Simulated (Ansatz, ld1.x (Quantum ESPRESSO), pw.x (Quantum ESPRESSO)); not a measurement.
**Ag: one change to the TM potential, in the atom and in the sc crystal**

silver (Ag), norm-conserving Troullier–Martins (Kleinman–Bylander form), made with ld1.x (Quantum ESPRESSO) 7.5 (PBE, scalar-relativistic). Core [Kr], reference 4d10 5s1 5p0. Waves: 5p (bound, empty): rc 3.35 bohr; 4d (bound): rc 1.20 bohr; 5s (bound): rc 2.75 bohr. Local part: the s channel. Core correction: none.

Change: core correction a·sin(br)/r model core inside 1.08 bohr.

Cutoffs, loose and tight: the cutoffs (Ry, on a coarse ladder) from which the occupation-weighted sum of valence levels, in a spherical-Bessel basis at the reference potential, stays within 10 and 1 mRy of its value at 400 Ry. They do not see the model core or the augmentation charge, which bear on the density cutoff. Test errors are all-electron minus pseudo excitation energies from the reference, over the configurations 4d10 5s0 5p0; 4d9 5s0 5p0; 4d8 5s0 5p0; 4d10 5s0.5 5p0; 4d9 5s2 5p0; 4d7 5s0 5p0; 4d9 5s1 5p0; variants that change the core or the reference have their own tests.

Crystal test: sc Ag in pw.x 7.5, no spin, 12³ k-points, Fermi–Dirac smearing 0.01 Ry, cutoffs set for each file from its atomic test. The reference is all-electron LAPW (Ansatz 0.2.0) with the same functional, mesh and smearing; V0 and B0 come from Birch–Murnaghan fits to the pressures at five volumes. Errors are pseudo minus all-electron; Δ is the rms difference of the E(V) curves that follow from these fits, minima aligned, over ±6 % about the mean V0. Mesh and smearing are coarse, so the numbers serve the comparison and aren't converged zero-temperature values; the lattice is a test structure that the element need not adopt.

All-electron: a0 = 2.752 Å (V0 = 20.84 Å³/atom), B0 = 66.2 GPa.

Task: Does the change bring the crystal closer to the all-electron result?

Result: The mean pressure error goes from +1.42 to +1.97 GPa, so the change moves the solid further from the all-electron pressures.

```tsv
quantity	base	changed
outcome (atom)	generated	generated
cutoff, loose (atom)	80 Ry	80 Ry
cutoff, tight (atom)	100 Ry	100 Ry
bound ghosts (atom)	none	none
largest test error (meV) (atom)	-548 over the solved tests; 1 of 7 tests not solved or not reliable	-775 over the solved tests; 1 of 7 tests not solved or not reliable
cutoffs in pw.x (Ry)	120/480	120/480
a0 (Å)	2.770	2.778
a0 error (%)	+0.68	+0.94
B0 error (%)	-0.9	-3.1
Δ (meV/atom)	6.2	8.5
mean pressure error (GPa)	+1.42	+1.97
```

Base: The largest radius (3.35 bohr) exceeds half the bond length (2.60 bohr), so the spheres overlap, which is one possible source of error among others. This is a poor potential for the solid. Atomic configuration tests: 1 of 7 tests not solved or not reliable. Changed file: The largest radius (3.35 bohr) exceeds half the bond length (2.60 bohr), so the spheres overlap, which is one possible source of error among others. This is a poor potential for the solid. Atomic configuration tests: 1 of 7 tests not solved or not reliable. The atomic cutoffs weigh occupied waves only.
